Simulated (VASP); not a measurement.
Crystal: EuO.

```
Eu O
1.0
     0.00000    2.57195    2.57195
     2.57195    0.00000    2.57195
     2.57195    2.57195    0.00000
Eu O
1 1
Direct
  0.50000 0.50000 0.50000
  0.00000 0.00000 0.00000
```

The cell was built by a generator and isn't the measured one.

Base run:

- Program: VASP 6.6.1
- Functional: r2SCAN
- Potentials or basis: VASP PAW PBE potentials, release 64 (Eu, O)
- Cutoff: 520 eV
- k mesh: 6 × 6 × 6
- Occupations: gaussian, width 0.05 eV
- Spin: collinear spin, random start
- Starting moments: [4.49, 0.0] μB
- Hubbard terms: Eu f U = 4 eV

Its results: band gap on the k mesh none (metal or under the smearing width); pressure -2.0 GPa.

Task: The run is repeated on the same cell with these changes: spin from collinear spin, random start to no spin polarisation; further incar settings from ALGO = Normal; EDIFF = 1e-06; NBANDS = 22 to ALGO = Normal; EDIFF = 1e-06; NBANDS = 18. What comes out?

Result: Band gap on the k mesh none (metal or under the smearing width); pressure -16.7 GPa.

Caveats: the PAW data sets were made with another functional, which shifts forces and pressure a little; spin-orbit coupling is left out, which moves the levels of the heavy elements (some runs); a cell with one magnetic atom can't hold antiferromagnetic order, which such compounds often take (some runs); an odd number of electrons without spin polarisation forces a metal (some runs); a magnetic or distorted state may lie lower (some runs); U without spin polarisation on a metal has little footing (some runs).
